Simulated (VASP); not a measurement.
# CoH (Fm-3m) in VASP: a series of runs

One crystal, CoH, is run at these levels: PBEsol; tasks: single point.

Program: VASP 6.6.1. These are calculated values, not measurements. Logs are shortened: lines on timing, memory, paths and dates and some standing lists are left out, and cuts for length are marked.

## 1. The structure

The structure is cubic, space group Fm-3m (No. 225). Conventional cell: a = 3.686 Å, b = 3.686 Å, c = 3.686 Å, α = 90.00°, β = 90.00°, γ = 90.00°. Co (site symmetry m-3m) is surrounded by 6 H at 1.84 Å. H (site symmetry m-3m) has 6 Co at 1.84 Å as nearest neighbours.

The cell comes from a database or a generator and needn't be the stable form of this composition.

## 2. Single point, PBEsol, collinear spin, typed start

INCAR

```
PREC     = Accurate       # precision mode
ENCUT    = 520            # plane-wave cutoff, eV
EDIFF    = 1E-6           # SCF threshold, eV
ISMEAR   = 0              # smearing method
SIGMA    = 0.15           # smearing width, eV
LREAL    = False          # projectors in reciprocal space
LASPH    = True           # aspherical terms in the spheres
NELM     = 150            # most SCF steps
ALGO     = Normal         # electronic algorithm
ISIF     = 2              # what is computed and relaxed
LWAVE    = False          # write WAVECAR
LCHARG   = False          # write CHGCAR
ISPIN    = 2              # spin polarisation
MAGMOM   = 1.28 0         # initial moments
LORBIT   = 11             # projections on sites
LMAXMIX  = 4              # l up to which the mixer works
GGA      = PS             # functional
NBANDS   = 16             # bands
```

KPOINTS

```
regular mesh
0
Gamma
  24 24 24
```

POSCAR

```
CoH
1.0
    0.0000000000      1.8429617100      1.8429617100
    1.8429617100      0.0000000000      1.8429617100
    1.8429617100      1.8429617100      0.0000000000
Co H
1 1
Direct
    0.0000000000      0.0000000000      0.0000000000
    0.5000000000      0.5000000000      0.5000000000
```

Potentials or basis: VASP PAW PBE potentials, release 64 (Co, H).

Run with:

```sh
$ cat potpaw_PBE.64/Co/POTCAR potpaw_PBE.64/H/POTCAR > POTCAR
$ mpirun -np 1 vasp_std > vasp.out
```

OUTCAR:

```text
PREC = Accurate
   ENCUT = 520
   EDIFF = 1E-6
   ISMEAR = 0
   LREAL = False
   LASPH = True
   NELM = 150
   ISIF = 2
   ISPIN = 2
   LORBIT = 11
   GGA = PS

 ion  position               nearest neighbor table
   1  0.000  0.000  0.000-   2 1.84   2 1.84   2 1.84   2 1.84   2 1.84   2 1.84
   2  0.500  0.500  0.500-   1 1.84   1 1.84   1 1.84   1 1.84   1 1.84   1 1.84

  LATTYP: Found a face centered cubic cell.
 ALAT       =     3.6859234200

  Lattice vectors:

 A1 = (   0.0000000000,   1.8429617100,   1.8429617100)
 A2 = (   1.8429617100,   0.0000000000,   1.8429617100)
 A3 = (   1.8429617100,   1.8429617100,   0.0000000000)

Analysis of symmetry for initial positions (statically):
=====================================================================
 Subroutine PRICEL returns:
 Original cell was already a primitive cell.

 Routine SETGRP: Setting up the symmetry group for a
 face centered cubic supercell.

 Subroutine GETGRP returns: Found 48 space group operations
 (whereof 48 operations were pure point group operations)
 out of a pool of 48 trial point group operations.

The static configuration has the point symmetry O_h .

Analysis of symmetry for dynamics (positions and initial velocities):
=====================================================================
 Subroutine PRICEL returns:
 Original cell was already a primitive cell.

 Routine SETGRP: Setting up the symmetry group for a
 face centered cubic supercell.

 Subroutine GETGRP returns: Found 48 space group operations
 (whereof 48 operations were pure point group operations)
 out of a pool of 48 trial point group operations.

The dynamic configuration has the point symmetry O_h .

Analysis of structural, dynamic, and magnetic symmetry:
=====================================================================
 Subroutine PRICEL returns:
 Original cell was already a primitive cell.

 Routine SETGRP: Setting up the symmetry group for a
 face centered cubic supercell.

 Subroutine GETGRP returns: Found 48 space group operations
 (whereof 48 operations were pure point group operations)
 out of a pool of 48 trial point group operations.

The overall configuration has the point symmetry O_h .

 Subroutine INISYM returns: Found 48 space group operations
 (whereof 48 operations are pure point group operations),
 and found     1 'primitive' translations

----------------------------------------------------------------------------------------

                                     Primitive cell

  volume of cell :      12.5193

  direct lattice vectors                    reciprocal lattice vectors
     0.000000000  1.842961710  1.842961710    -0.271302435  0.271302435  0.271302435
     1.842961710  0.000000000  1.842961710     0.271302435 -0.271302435  0.271302435
     1.842961710  1.842961710  0.000000000     0.271302435  0.271302435 -0.271302435

  length of vectors
     2.606341445  2.606341445  2.606341445     0.469909602  0.469909602  0.469909602

  position of ions in fractional coordinates (direct lattice)
     0.000000000  0.000000000  0.000000000
     0.500000000  0.500000000  0.500000000

  ion indices of the primitive-cell ions
   primitive index   ion index
                 1           1
                 2           2

----------------------------------------------------------------------------------------

 KPOINTS: regular mesh

Automatic generation of k-mesh.
 Grid dimensions read from file:
 generate k-points for:   24   24   24

 Generating k-lattice:

  Cartesian coordinates                     Fractional coordinates (reciprocal lattice)
    -0.011304268  0.011304268  0.011304268     0.041666667  0.000000000  0.000000000
     0.011304268 -0.011304268  0.011304268     0.000000000  0.041666667  0.000000000
     0.011304268  0.011304268 -0.011304268     0.000000000  0.000000000  0.041666667

  Length of vectors
     0.019579567  0.019579567  0.019579567

  Shift w.r.t. Gamma in fractional coordinates (k-lattice)
     0.000000000  0.000000000  0.000000000

 Subroutine IBZKPT returns following result:
 ===========================================

 Found    413 irreducible k-points:

 Following reciprocal coordinates:
            Coordinates               Weight
  0.000000  0.000000  0.000000      1.000000
  0.041667  0.000000  0.000000      8.000000
  0.083333  0.000000  0.000000      8.000000
  0.125000  0.000000  0.000000      8.000000
  0.166667  0.000000  0.000000      8.000000
  0.208333  0.000000  0.000000      8.000000
[... 16 lines left out ...]
  0.416667  0.041667  0.000000     24.000000
  0.458333  0.041667  0.000000     24.000000
 [... further k-points ...]
   k-points           NKPTS =    413   k-points in BZ     NKDIM =    413   number of bands    NBANDS=     16
   number of dos      NEDOS =    301   number of ions     NIONS =      2
   total plane-waves  NPLWV =   8000
   dimension x,y,z NGX =    20 NGY =   20 NGZ =   20
   dimension x,y,z NGXF=    40 NGYF=   40 NGZF=   40
   ions per type =               1   1
   NGX,Y,Z   is equivalent  to a cutoff of  12.76, 12.76, 12.76 a.u.
   NGXF,Y,Z  is equivalent  to a cutoff of  25.51, 25.51, 25.51 a.u.
 SYSTEM =  unknown system
   PREC   = accura    normal or accurate (medium, high low for compatibility)
   ISTART =      0    job   : 0-new  1-cont  2-samecut
   ICHARG =      2    charge: 1-file 2-atom 10-const
   ISPIN  =      2    spin polarized calculation?
   LNONCOLLINEAR =      F non collinear calculations
   LSORBIT =      F    spin-orbit coupling
   LASPH  =      T    aspherical Exc in radial PAW
   ENCUT  =  520.0 eV  38.22 Ry    6.18 a.u.   4.85  4.85  4.85*2*pi/ulx,y,z
   NELM   =    150;   NELMIN=  2; NELMDL= -5     # of ELM steps
   EDIFF  = 0.1E-05   stopping-criterion for ELM
   LREAL  =      F    real-space projection
   EDIFFG = 0.1E-04   stopping-criterion for IOM
   NSW    =      0    number of steps for IOM
   IBRION =     -1    ionic relax: 0-MD 1-quasi-New 2-CG
   NFREE  =      0    steps in history (QN), initial steepest desc. (CG)
   ISIF   =      2    stress and relaxation
   ISYM   =      2    0-nonsym 1-usesym 2-fastsym
   POTIM  = 0.5000    time-step for ionic-motion
   TEBEG  =    0.0;   TEEND  =   0.0 temperature during run
   PSTRESS=    0.0 pullay stress
   NELECT =      10.0000    total number of electrons
   NUPDOWN=      -1.0000    fix difference up-down
   EMIN   =  10.00;   EMAX   =-10.00  energy-range for DOS
   EFERMI =   0.00;   METHOD = LEGACY
   ISMEAR =     0;   SIGMA  =   0.15  broadening in eV -4-tet -1-fermi 0-gaus
   EFERMI_NEDOS =   21; number of points for ismear=-14 and -15
   IALGO  =     38    algorithm
   IMIX   =      4    mixing-type and parameters
     AMIX     =   0.40;   BMIX     =  1.00
     AMIX_MAG =   1.60;   BMIX_MAG =  1.00
  volume/ion in A,a.u.               =       6.26        42.24
  Fermi-wavevector in a.u.,A,eV,Ry     =   1.518968  2.870433 31.392214  2.307263
  Thomas-Fermi vector in A             =   2.628017
   LORBIT       =     11    0 simple, 1 ext, 2 COOP (PROOUT), +10 PAW based schemes
   GGA     = PS    functional components
   LHFCALC =     F    Hartree Fock is set to
   AEXX    =    0.0000 exact exchange contribution
   IVDW    =     0    specifies the selected vdW correction
   LEPSILON=     F    determine dielectric tensor
   LRPA    =     F    only Hartree local field effects (RPA)
 spin polarized calculation
 Gauss-broadening in eV      SIGMA  =   0.15
  energy-cutoff  :      520.00
  volume of cell :       12.52
 maximum number of plane-waves:       347
   NGX =  9   NGY =  9   NGZ =  9

 number of electron      10.0000000 magnetization       1.2800000

 number of electron       9.9999994 magnetization       1.1582723

 Free energy of the ion-electron system (eV)
  ---------------------------------------------------
  ext. energy  EPLUGINS =         0.00000000
  ---------------------------------------------------
  free energy    TOTEN  =       -11.15838031 eV

  energy without entropy =      -11.14424880  energy(sigma->0) =      -11.15131455

 E-fermi :  10.1316     XC(G=0): -13.5620

 val. band max:       10.1296939632   @ k =   0.4583   0.3750   0.0417
 cond. band min:      10.1319402791   @ k =   0.5000   0.4167   0.0833
 fundamental gap:      0.0022463158
 Fermi energy:        10.1316256576

 spin component 1

 k-point     1 :       0.0000    0.0000    0.0000
  band No.  band energies     occupation
      1      -2.3811      1.00000
      2       7.4825      1.00000
      3       7.4825      1.00000
      4       7.4825      1.00000
      5       8.5497      1.00000
      6       8.5497      1.00000
[... 8 lines left out ...]
     15      44.8501      0.00000
     16      44.8501      0.00000
[... 419 lines left out ...]
 k-point    24 :       0.4583    0.0417    0.0000
  band No.  band energies     occupation
      1       3.0301      1.00000
      2       5.1842      1.00000
      3       7.3258      1.00000
      4       7.3616      1.00000
      5       9.2090      1.00000
      6       9.2365      1.00000
[... 8 lines left out ...]
     15      47.8974      0.00000
     16      48.5293      0.00000

 [... further k-points ...]

 spin component 2

 k-point     1 :       0.0000    0.0000    0.0000
  band No.  band energies     occupation
      1      -2.3737      1.00000
      2       8.7179      1.00000
      3       8.7179      1.00000
      4       8.7179      1.00000
      5       9.6560      1.00000
      6       9.6560      1.00000
[... 8 lines left out ...]
     15      45.2641      0.00000
     16      45.2641      0.00000
[... 419 lines left out ...]
 k-point    24 :       0.4583    0.0417    0.0000
  band No.  band energies     occupation
      1       3.0590      1.00000
      2       5.8029      1.00000
      3       8.3769      1.00000
      4       8.4226      1.00000
      5      10.5134      0.00016
      6      10.5561      0.00003
[... 8 lines left out ...]
     15      48.6919      0.00000
     16      50.2559      0.00000

 [... further k-points ...]

------------------------ aborting loop because EDIFF is reached ----------------------------------------

  FORCE on cell =-STRESS in cart. coord.  units (eV):
  Direction    XX          YY          ZZ          XY          YZ          ZX
  --------------------------------------------------------------------------------------
  -------------------------------------------------------------------------------------
  Total       -0.5297051     -0.5297051     -0.5297051     -0.0000000     -0.0000000      0.0000000
  in kB      -67.7900267    -67.7900267    -67.7900267     -0.0000000     -0.0000000      0.0000000
  external PRESSURE =     -67.7900267 kB  Pullay stress =       0.0000000 kB

 VOLUME and BASIS-vectors are now :
 -----------------------------------------------------------------------------
  energy-cutoff  :      520.00
  volume of cell :       12.52
      direct lattice vectors                 reciprocal lattice vectors
     0.000000000  1.842961710  1.842961710    -0.271302435  0.271302435  0.271302435
     1.842961710  0.000000000  1.842961710     0.271302435 -0.271302435  0.271302435
     1.842961710  1.842961710  0.000000000     0.271302435  0.271302435 -0.271302435

 POSITION                                       TOTAL-FORCE (eV/Angst)
 -----------------------------------------------------------------------------------
      0.00000      0.00000      0.00000         0.000000     -0.000000     -0.000000
      1.84296      1.84296      1.84296        -0.000000      0.000000      0.000000
 -----------------------------------------------------------------------------------
    total drift:                               -0.000000     -0.000000     -0.000000

  FREE ENERGIE OF THE ION-ELECTRON SYSTEM (eV)
  ---------------------------------------------------
  free  energy   TOTEN  =       -11.1583803079 eV

  energy  without entropy=      -11.1442488015  energy(sigma->0) =      -11.15131455

 total charge

# of ion       s       p       d       tot
------------------------------------------
    1        0.402   0.546   7.433   8.381
    2        0.498   0.041   0.000   0.539
--------------------------------------------------
tot          0.901   0.587   7.433   8.921

 magnetization (x)

# of ion       s       p       d       tot
------------------------------------------
    1       -0.008  -0.019   1.215   1.188
    2       -0.007  -0.003   0.000  -0.010
--------------------------------------------------
tot         -0.015  -0.022   1.215   1.178
```

Run time: 99 s. Hardware: 1 thread of AMD EPYC 9R45 (Zen 5), shared host; peak memory 0.21 GiB.

What came out:

| Property | Result |
| --- | --- |
| Free energy | -11.1584 eV |
| Pressure | -6.8 GPa |
| Band gap on the k mesh | none (metal or under the smearing width) |
| Net moment | 1.16 μB per cell |
| Site moments | Co +1.19; H -0.01 μB |
| Valence electrons inside the program's atomic spheres | Co 8.38; H 0.54 |

Levels at points of the mesh, in eV from the Fermi level:
Spin up:
```
           k point  band 2  band 3  band 4  band 5  band 6  band 7  band 8  band 9  band 10  band 11
(0.00, 0.00, 0.00)   -2.65   -2.65   -2.65   -1.58   -1.58   14.98   20.57   21.09    21.09    21.09
(0.50, 0.00, 0.00)   -5.44   -2.82   -2.82   -0.88   -0.88    3.93   12.59   20.88    20.88    22.04
(0.50, 0.50, 0.00)   -4.40   -0.87   -0.69   -0.69    0.36    3.89   10.96   10.96    14.84    17.04
```
Spin down:
```
           k point  band 2  band 3  band 4  band 5  band 6  band 7
(0.00, 0.00, 0.00)   -1.41   -1.41   -1.41   -0.48   -0.48   14.97
(0.50, 0.00, 0.00)   -4.82   -1.77   -1.77    0.44    0.44    4.80
(0.50, 0.50, 0.00)   -3.40    0.28    0.39    0.74    0.74    4.73
```

Caveat: the PAW data sets were made with another functional, which shifts forces and pressure a little.

## 3. Single point, PBEsol, collinear spin, typed start

INCAR

```
PREC = Accurate
ENCUT = 520
EDIFF = 1E-6
ISMEAR = 0
SIGMA = 0.15
LREAL = F
LASPH = T
NELM = 150
ALGO = Normal
ISIF = 2
LWAVE = F
LCHARG = F
ISPIN = 2
MAGMOM = 1.28 0
LORBIT = 11
LMAXMIX = 4
GGA = PS
NBANDS = 16
```

KPOINTS

```
regular mesh
0
Gamma
  22 22 22
```

POSCAR is that of step 2.

Potentials or basis: VASP PAW PBE potentials, release 64 (Co, H).

Run with:

```sh
$ cat potpaw_PBE.64/Co/POTCAR potpaw_PBE.64/H/POTCAR > POTCAR
$ mpirun -np 1 vasp_std > vasp.out
```

Run time: 79 s. Hardware: 1 thread of AMD EPYC 9R45 (Zen 5), shared host; peak memory 0.18 GiB.

Results (log left out):

```
Free energy                                           : -11.1584 eV
Pressure                                              : -6.8 GPa
Band gap on the k mesh                                : none (metal or under the smearing width)
Net moment                                            : 1.16 μB per cell
Site moments                                          : Co +1.19; H -0.01 μB
Valence electrons inside the program's atomic spheres : Co 8.38; H 0.54
```

Levels at points of the mesh, in eV from the Fermi level:
Spin up:
| k point | band 3 | band 4 | band 5 | band 6 | band 7 | band 8 | band 9 | band 10 |
| --- | --- | --- | --- | --- | --- | --- | --- | --- |
| (0.00, 0.00, 0.00) | -2.65 | -2.65 | -1.58 | -1.58 | 14.98 | 20.57 | 21.09 | 21.09 |
| (0.50, 0.00, 0.00) | -2.82 | -2.82 | -0.88 | -0.88 | 3.93 | 12.59 | 20.88 | 20.88 |
| (0.50, 0.50, 0.00) | -0.87 | -0.69 | -0.69 | 0.36 | 3.89 | 10.96 | 10.96 | 14.84 |
Spin down:
| k point | band 2 | band 3 | band 4 | band 5 | band 6 | band 7 |
| --- | --- | --- | --- | --- | --- | --- |
| (0.00, 0.00, 0.00) | -1.42 | -1.42 | -1.42 | -0.48 | -0.48 | 14.97 |
| (0.50, 0.00, 0.00) | -4.82 | -1.77 | -1.77 | 0.44 | 0.44 | 4.80 |
| (0.50, 0.50, 0.00) | -3.40 | 0.28 | 0.39 | 0.74 | 0.74 | 4.73 |

Caveat: the PAW data sets were made with another functional, which shifts forces and pressure a little.
